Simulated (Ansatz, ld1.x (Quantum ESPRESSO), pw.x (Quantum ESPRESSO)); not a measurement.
# In (Z = 49): does the ultrasoft potential hold in the solid?

indium, ultrasoft, made with ld1.x (Quantum ESPRESSO) 7.5 (PBE, scalar-relativistic). Core [Kr] 4d10, reference 5s2 5p1. Waves: 5s (bound): rcut 1.80, rcutus 2.40 bohr; 5s channel at 0.8 Ry: rcut 1.80, rcutus 2.40 bohr; 5p (bound): rcut 2.75, rcutus 3.35 bohr; 5p channel at 0.15 Ry: rcut 2.75, rcutus 3.35 bohr; 5d channel at 0.3 Ry: rcut 2.90, rcutus 3.10 bohr; 5d channel at 1.3 Ry: rcut 2.90, rcutus 3.10 bohr. Local part: all-electron potential smoothed inside 2.90 bohr (lloc = -1). Core correction: a·sin(br)/r model core inside 1.85 bohr. Augmentation charge: PSQ, inside the norm-conserving radii.

Atomic tests: cutoffs needed: 6 Ry and 6 Ry (the cutoffs (Ry, on a coarse ladder) from which the occupation-weighted sum of valence levels, in a spherical-Bessel basis at the reference potential, stays within 10 and 1 mRy of its value at 400 Ry); ghost test: no extra level below or beside the all-electron valence levels (s, p, d, f tested) (spherical-Bessel basis up to 400 Ry, 20 bohr box); configuration tests: test run stopped at test 6 of 7 (negative rho).

Crystal test: fcc In in pw.x 7.5, no spin, 12³ k-points, Fermi–Dirac smearing 0.01 Ry, cutoffs 40/320 Ry. The reference is all-electron LAPW (Ansatz 0.2.0) with the same functional, mesh and smearing; V0 and B0 come from Birch–Murnaghan fits to the pressures at five volumes. Errors are pseudo minus all-electron; Δ is the rms difference of the E(V) curves that follow from these fits, minima aligned, over ±6 % about the mean V0. Mesh and smearing are coarse, so the numbers serve the comparison and aren't converged zero-temperature values; the lattice is a test structure that the element need not adopt.

All-electron: a0 = 4.791 Å (V0 = 27.50 Å³/atom), B0 = 34.9 GPa.

Q: How far does the potential miss the all-electron equation of state?

A: mean pressure error (GPa): +0.11; a0 (Å): 4.796; a0 error (%): +0.10; B0 error (%): +3.2; Δ (meV/atom): 0.7. The largest radius (3.35 bohr) exceeds half the bond length (3.21 bohr), so the spheres overlap, which is one possible source of error among others. Atomic configuration tests: test run stopped at test 6 of 7 (negative rho). The logarithmic derivative shows an extra or strongly shifted pseudo pole above the reference energy (d near 2.19 Ry).

| V (Å³/atom) | P all-electron (GPa) | P pseudo (GPa) |
| --- | --- | --- |
| 26.366 | 1.64 | 1.83 |
| 27.060 | 0.58 | 0.73 |
| 27.754 | -0.32 | -0.22 |
| 28.448 | -1.08 | -1.02 |
| 29.142 | -1.74 | -1.71 |

Q: At the middle volume, how do free energy and pressure move when the wave cutoff is lowered (ecutrho held at 320 Ry)?

A:

| cutoff (Ry) | shift of F (meV/atom) | shift of P (GPa) |
| --- | --- | --- |
| 18 | +0.8 | -0.00 |
| 24 | +0.3 | -0.00 |
| 32 | +0.1 | -0.00 |

The run at the middle volume (72 k-points, 5 iterations) took about 5.4 s on one core of a shared host (Neoverse-V1, 32 threads, 247 GiB, load 25).
